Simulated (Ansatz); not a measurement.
Compressing W: a fit and a missing row

W, Fm-3m, a = 4.017 Å. This isn't the element's structure at ambient conditions. Ansatz: r2SCAN, PAW, 500 eV, Γ-centred 18×18×18 mesh on 1 atom, Gaussian smearing 0.10 eV; no spin polarisation. Symmetry fixes shape and atoms, so the cell is only scaled; pressure is positive in compression.

| V (Å³/atom) | P (GPa) |
| --- | --- |
| 15.234 | ? |
| 15.721 | 9.80 |
| 16.207 | 0.00 |
| 16.693 | -8.48 |
| 17.179 | -15.69 |

**Question.** Take V0 = 16.207 Å³/atom, fit the third-order Birch–Murnaghan form to the other rows, and predict the missing pressure.

**Answer.** With the Eulerian strain f = ½[(V0/V)^(2/3) − 1] and y = P/[3f(1 + 2f)^(5/2)], the form is the line y = B0 + 1.5 B0 (B0′ − 4) f. Rows (f, y): 0.01025, 302.9; -0.00975, 304.5; -0.01904, 302.7. Means f = -0.006180, y = 303.37; Σ(Δf)² = 0.0004481, ΣΔfΔy = -0.003140; the slope is their ratio. y = 303.3 − 7.008 f GPa, so B0 = 303.3 GPa and B0′ = 4 + 2 × (-7.008)/(3 × 303.3) = 3.98. At V = 15.234, f = 0.02107, y = 303.15 and P = 21.25 GPa. The run gave 20.94 GPa, so the fit is 0.31 GPa too high, 0.85 % of the span of the series, against an rms of 0.03 GPa on the fitted rows. The row lies outside the fitted range. The records show no cause, and too few rows are left to test a further term.

Spin–orbit coupling is left out, which can shift energies with elements as heavy as these.